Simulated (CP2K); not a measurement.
Runs of CP2K 2026.2 on MgSe. The structure is cubic, space group Fm-3m (No. 225). Conventional cell: a = 5.451 Å, b = 5.451 Å, c = 5.451 Å, α = 90.00°, β = 90.00°, γ = 90.00°. Se (site symmetry m-3m) has 6 Mg at 2.73 Å as nearest neighbours. Around Mg (site symmetry m-3m) lie 6 Se at 2.73 Å. 

```tsv
task	level	potentials or basis	smearing	EPS_DEFAULT	NGRIDS	points a segment of the path (NPOINTS)	bands added on the path	gap on the mesh (eV)	pressure (GPa)
band structure	TB-mBJ	POTENTIAL_UZH Se GTH-PBE-q6, Mg GTH-PBE-q10; TZVP-MOLOPT-PBE-GTH basis	fermi-dirac 0.0259 eV	1.0E-10	5	6	4	1.91	-
band structure	r2SCAN	POTENTIAL_UZH Se GTH-SCAN-q6, Mg GTH-SCAN-q10; TZVP-MOLOPT-SCAN-GTH basis	fermi-dirac 0.01 eV	1.0E-10	4	10	2	2.42	(a)
band structure	TB-mBJ	POTENTIAL_UZH Se GTH-PBE-q6, Mg GTH-PBE-q10; TZVP-MOLOPT-PBE-GTH basis	fermi-dirac 0.0259 eV	1.0E-9	4	10	6	1.91	-
band structure	PBEsol	POTENTIAL_UZH Se GTH-PBE-q6, Mg GTH-PBE-q10; TZVP-MOLOPT-PBE-GTH basis	fermi-dirac 0.1 eV	1.0E-9	4	6	4	1.58	2.5
single point	PBE	POTENTIAL_UZH Se GTH-PBE-q6, Mg GTH-PBE-q10; TZVP-MOLOPT-PBE-GTH basis	fermi-dirac 0.05 eV	1.0E-10	5	-	-	1.70	(b)
```

Alike in all rows: no spin polarisation; cell as given; k mesh 8 × 8 × 8.

**Question.** Estimate the missing entries.

**Answer.** (a) 1.8; (b) 3.9.

Caveats: the basis of atomic orbitals isn't converged, which shifts pressures, moduli and gaps; the potentials were made for another functional, which shifts forces and pressure (some runs); this is a model potential without an energy functional, so only levels have meaning (some runs).

A k mesh can miss the band edges, and the runs leave out spin-orbit coupling on Se.

Not every run made on this cell is shown here.
